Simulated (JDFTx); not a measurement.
# MgO (Fm-3m) in JDFTx: reference runs

How does MgO come out in PBE? The cell is run as given and disturbed.

Everything below comes from runs of JDFTx 1.7.0 (patched build). Logs are shortened: lines on timing, memory, paths and dates and some standing lists are left out, and cuts for length are marked. The log counts tension as positive stress, the text compression.

**What was measured.**

From “Electronic structure of alkaline earth and post-transition metal oxides”, 2009, arxiv:0908.1581, for a bulk crystal of MgO: band gap 7.83 eV.

The results are compared with them further down.

## (1) Starting point

It takes space group Fm-3m (No. 225, cubic). The conventional cell has a = 4.194 Å, b = 4.194 Å, c = 4.194 Å, α = 90.00°, β = 90.00°, γ = 90.00°. Around Mg (site symmetry m-3m) lie 6 O at 2.10 Å. O (site symmetry m-3m) is surrounded by 6 Mg at 2.10 Å.

The cell is a database's computed one.

## (2) Single point, PBE

Contents of MgO.in:

```
lattice \
    0.0000000000     3.9627583152     3.9627583152 \
    3.9627583152     0.0000000000     3.9627583152 \
    3.9627583152     3.9627583152     0.0000000000
coords-type Lattice
ion Mg     0.0000000000     0.0000000000     0.0000000000 1
ion O      0.5000000000     0.5000000000     0.5000000000 1

ion-species pseudo/Mg.upf
ion-species pseudo/O.upf
elec-cutoff 42 336
elec-ex-corr gga-PBE
kpoint-folding 11 11 11
elec-smearing Fermi 0.0018374661
elec-n-bands 14
electronic-SCF nIterations 100 energyDiffThreshold 1e-09
electronic-minimize nIterations 30 energyDiffThreshold 1e-7
converge-empty-states yes
forces-output-coords Cartesian

dump-name run.$VAR
dump End Ecomponents EigStats BandEigs Kpoints Forces Stress ElecDensity Dtot KEdensity
```

Potentials or basis: PseudoDojo-SR-PBE-0.5-standard with smoothed tails.

Launch:

```sh
$ jdftx -c 1 -i MgO.in -o MgO.out
```

What it wrote:

```text
*************** JDFTx 1.7.0 (patched build) ***************

Input parsed successfully to the following command list (including defaults):
[... the input with its defaults ...]

---------- Setting up symmetries ----------

Found 48 point-group symmetries of the bravais lattice
Found 48 space-group symmetries with basis
Applied RMS atom displacement 0 bohrs to make symmetries exact.

---------- Initializing the Grid ----------
R =
[            0      3.96276      3.96276  ]
[      3.96276            0      3.96276  ]
[      3.96276      3.96276            0  ]
unit cell volume = 124.458
G =
[  -0.792779   0.792779   0.792779  ]
[   0.792779  -0.792779   0.792779  ]
[   0.792779   0.792779  -0.792779  ]
Minimum fftbox size, Smin = [  48  48  48  ]
Chosen fftbox size, S = [  48  48  48  ]

---------- Initializing tighter grid for wavefunction operations ----------
R =
[            0      3.96276      3.96276  ]
[      3.96276            0      3.96276  ]
[      3.96276      3.96276            0  ]
unit cell volume = 124.458
G =
[  -0.792779   0.792779   0.792779  ]
[   0.792779  -0.792779   0.792779  ]
[   0.792779   0.792779  -0.792779  ]
Minimum fftbox size, Smin = [  36  36  36  ]
Chosen fftbox size, S = [  36  36  36  ]

---------- Exchange Correlation functional ----------
Initalized PBE GGA exchange.
Initalized PBE GGA correlation.

---------- Setting up pseudopotentials ----------
Width of ionic core gaussian charges (only for fluid interactions / plotting) set to 0

Reading pseudopotential file 'pseudo/Mg.upf':
  'Mg' pseudopotential, 'PBE' functional
  Generated using ONCVPSP code by D. R. Hamann
  10 valence electrons, 3 orbitals, 4 projectors, 1001 radial grid points, with lMax = 1
    2S    l: 0   occupation:  2.0   eigenvalue: -2.934267
    2P    l: 1   occupation:  6.0   eigenvalue: -1.713025
    3S    l: 0   occupation:  2.0   eigenvalue: -0.172924
  Core radius for overlap checks: 1.50 bohrs.

Reading pseudopotential file 'pseudo/O.upf':
  'O' pseudopotential, 'PBE' functional
  Generated using ONCVPSP code by D. R. Hamann
  6 valence electrons, 2 orbitals, 5 projectors, 936 radial grid points, with lMax = 2
    2S    l: 0   occupation:  2.0   eigenvalue: -0.880572
    2P    l: 1   occupation:  4.0   eigenvalue: -0.331869
  Core radius for overlap checks: 1.39 bohrs.

Initialized 2 species with 2 total atoms.

Folded 1 k-points by 11x11x11 to 1331 k-points.

---------- Setting up k-points, bands, fillings ----------
Reduced to 56 k-points under symmetry.
Computing the number of bands and number of electrons
Calculating initial fillings.
nElectrons:  16.000000   nBands: 14   nStates: 56

----- Setting up reduced wavefunction bases (one per k-point) -----
average nbasis = 1617.811 , ideal nbasis = 1618.045

---------- Setting up ewald sum ----------
Optimum gaussian width for ewald sums = 1.799816 bohr.
Real space sum over 1331 unit cells with max indices [  5  5  5  ]
Reciprocal space sum over 2197 terms with max indices [  6  6  6  ]

---------- Allocating electronic variables ----------
Initializing wave functions:  linear combination of atomic orbitals
Note: number of bands (14) exceeds available atomic orbitals (9)
Mg pseudo-atom occupations:   s ( 2 2 )  p ( 6 )
O pseudo-atom occupations:   s ( 2 )  p ( 4 )
	FillingsUpdate:  mu: +0.545436787  nElectrons: 16.000000
LCAOMinimize: Iter:   0  F: -75.4015794447521301  |grad|_K:  6.626e-03  alpha:  1.000e+00
	FillingsUpdate:  mu: +0.453114299  nElectrons: 16.000000
LCAOMinimize: Iter:   1  F: -75.5041013677038677  |grad|_K:  7.730e-04  alpha:  3.572e-01  linmin: -3.142e-01  cgtest:  9.173e-01
LCAOMinimize: Encountered beta<0, resetting CG.
[... 6 lines of inner loops ...]
LCAOMinimize: Iter:   4  F: -75.5053815063227916  |grad|_K:  1.341e-06  alpha:  4.009e-01  linmin: -9.274e-05  cgtest: -6.473e-05
	FillingsUpdate:  mu: +0.445461457  nElectrons: 16.000000
LCAOMinimize: Iter:   5  F: -75.5053815155433483  |grad|_K:  5.422e-08  alpha:  9.339e-01  linmin:  1.318e-03  cgtest: -4.880e-03
LCAOMinimize: Converged (|Delta F|<1.000000e-06 for 2 iters).

-------- Electronic minimization -----------
Will mix electronic density at each iteration.
	FillingsUpdate:  mu: +0.445461457  nElectrons: 16.000000
	FillingsUpdate:  mu: +0.438251058  nElectrons: 16.000000
SCF: Cycle:  0   F: -75.530984984514475   dF: -2.560e-02   |Residual|: 6.026e-02   |deigs|: 1.269e-01
	FillingsUpdate:  mu: +0.433503962  nElectrons: 16.000000
SCF: Cycle:  1   F: -75.533852569166157   dF: -2.868e-03   |Residual|: 1.161e-02   |deigs|: 1.415e-02
	FillingsUpdate:  mu: +0.434878549  nElectrons: 16.000000
SCF: Cycle:  2   F: -75.533899647944310   dF: -4.708e-05   |Residual|: 6.442e-03   |deigs|: 3.184e-03
	FillingsUpdate:  mu: +0.436273855  nElectrons: 16.000000
SCF: Cycle:  3   F: -75.533904707733456   dF: -5.060e-06   |Residual|: 9.427e-04   |deigs|: 1.788e-03
	FillingsUpdate:  mu: +0.436351863  nElectrons: 16.000000
SCF: Cycle:  4   F: -75.533904978011066   dF: -2.703e-07   |Residual|: 2.875e-04   |deigs|: 3.945e-04
	FillingsUpdate:  mu: +0.436409412  nElectrons: 16.000000
SCF: Cycle:  5   F: -75.533905014450340   dF: -3.644e-08   |Residual|: 5.230e-05   |deigs|: 3.215e-04
	FillingsUpdate:  mu: +0.436416146  nElectrons: 16.000000
SCF: Cycle:  6   F: -75.533905017119267   dF: -2.669e-09   |Residual|: 2.569e-05   |deigs|: 2.216e-04
	FillingsUpdate:  mu: +0.436417312  nElectrons: 16.000000
SCF: Cycle:  7   F: -75.533905017492017   dF: -3.728e-10   |Residual|: 1.010e-05   |deigs|: 1.600e-04
	FillingsUpdate:  mu: +0.436416691  nElectrons: 16.000000
SCF: Cycle:  8   F: -75.533905017560556   dF: -6.854e-11   |Residual|: 2.781e-06   |deigs|: 1.274e-04
SCF: Converged (|Delta E|<1.000000e-09 for 2 iters).

Setting wave functions to eigenvectors of Hamiltonian
Converging empty states (this may take a while): |deigs|: 1.411e-03

# Stress tensor in Cartesian coordinates [Eh/a0^3]:
[ -0.000228928            0            0  ]
[            0 -0.000228928            0  ]
[            0            0 -0.000228928  ]

# Ionic positions in lattice coordinates:
ion Mg   0.000000000000000   0.000000000000000   0.000000000000000 1
ion O   0.500000000000000   0.500000000000000   0.500000000000000 1

# Forces in Cartesian coordinates:
force Mg   0.000000000000000   0.000000000000000  -0.000000000000000 1
force O  -0.000000000000000   0.000000000000000  -0.000000000000000 1

# Energy components:
   Eewald =      -47.5873828444100653
       EH =       20.6554897470818091
     Eloc =      -61.4969762969790423
      Enl =      -20.7168594777470751
      Exc =      -12.2547874128887901
 Exc_core =        0.5168401826071651
       KE =       45.3497710847754405
-------------------------------------
     Etot =      -75.5339050175605564
       TS =        0.0000000000000014
-------------------------------------
        F =      -75.5339050175605564

IonicMinimize: Iter:   0  F: -75.533905017560556  |grad|_K:  2.035e-41
IonicMinimize: Converged (|grad|_K<1.000000e-04).

#--- Lowdin population analysis ---
# oxidation-state Mg +1.530
# oxidation-state O -1.374

Dumping 'run.eigStats' ...
	eMin: -2.355553 at state 0 ( [ +0.000000 +0.000000 +0.000000 ] spin 0 )
	HOMO: +0.301834 at state 0 ( [ +0.000000 +0.000000 +0.000000 ] spin 0 )
	mu  : +0.436417
	LUMO: +0.481720 at state 0 ( [ +0.000000 +0.000000 +0.000000 ] spin 0 )
	eMax: +1.285785 at state 32 ( [ +0.000000 +0.363636 -0.454545 ] spin 0 )
	HOMO-LUMO gap: +0.179886
	Optical gap  : +0.179886 at state 0 ( [ +0.000000 +0.000000 +0.000000 ] spin 0 )
Done!
[note: mu as printed may lie anywhere between the filled and the empty levels]
```

It took 47 s on 1 thread of Arm Neoverse V2, shared host; peak memory 0.09 GiB.

What came out:

| Item | Value |
| --- | --- |
| Free energy | -2055.3823 eV |
| Pressure | 6.7 GPa |
| Band gap on the k mesh | 4.89 eV, direct |
| Loewdin charges | Mg +1.53; O -1.37 e |

Levels at points of the mesh, in eV from the valence-band top:
| k point | band 5 | band 6 | band 7 | band 8 | band 9 | band 10 | band 11 | band 12 |
| --- | --- | --- | --- | --- | --- | --- | --- | --- |
| (0.00, 0.00, 0.00) | -17.25 | 0.00 | 0.00 | 0.00 | 4.89 | 16.04 | 16.04 | 16.04 |

Caveat: the atomic charges don't sum to the cell's charge.

## (3) Single point, PBE (atoms moved at random, drawn with an rms of 0.05 Å)

MgO.in, as its differences from that of step 2:

```diff
@@ -5,4 +5,4 @@
 coords-type Lattice
-ion Mg     0.0000000000     0.0000000000     0.0000000000 1
-ion O      0.5000000000     0.5000000000     0.5000000000 1
+ion Mg    -0.0164450000     0.0205070000    -0.0158170000 1
+ion O      0.5022520000     0.4969790000     0.5069060000 1
 
@@ -21,2 +21,2 @@
 dump-name run.$VAR
-dump End Ecomponents EigStats BandEigs Kpoints Forces Stress ElecDensity Dtot KEdensity
+dump End Ecomponents EigStats BandEigs Kpoints Forces Stress
```

Potentials or basis: PseudoDojo-SR-PBE-0.5-standard with smoothed tails.

Launch:

```sh
$ jdftx -c 1 -i MgO.in -o MgO.out
```

It took 8.4 min on 1 thread of Arm Neoverse V2, shared host; peak memory 0.62 GiB.

Results (log left out):

```
Free energy            : -2055.3594 eV
Pressure               : 7.5 GPa
Largest force          : 0.535 eV/Å
Band gap on the k mesh : 4.89 eV, direct
Loewdin charges        : Mg +1.53; O -1.37 e
```

Forces on the atoms (eV/Å):
```
Mg  -0.010  0.532 -0.057
O    0.009 -0.532  0.057
```

Stress tensor (GPa, compression positive):
```
6.53 0.01 0.00
0.01 9.42 0.06
0.00 0.06 6.56
```

Levels at points of the mesh, in eV from the valence-band top:
| k point | band 5 | band 6 | band 7 | band 8 | band 9 | band 10 | band 11 | band 12 |
| --- | --- | --- | --- | --- | --- | --- | --- | --- |
| (0.00, 0.00, 0.00) | -17.25 | -0.01 | 0.00 | 0.00 | 4.89 | 16.05 | 16.07 | 16.07 |

Caveat: the atomic charges don't sum to the cell's charge.

## (4) How close it comes

Step 2. Measured gap of MgO: 7.83 eV (quoted in “Electronic structure of alkaline earth and post-transition metal oxides”, 2009, arxiv:0908.1581). This calculation gives 4.89 eV (-2.94 eV). The value is that of PBE, without temperature or zero-point motion. Semilocal functionals fall short of measured gaps as a rule. The cell is a database's relaxed one, not the measured one, which moves gaps too.
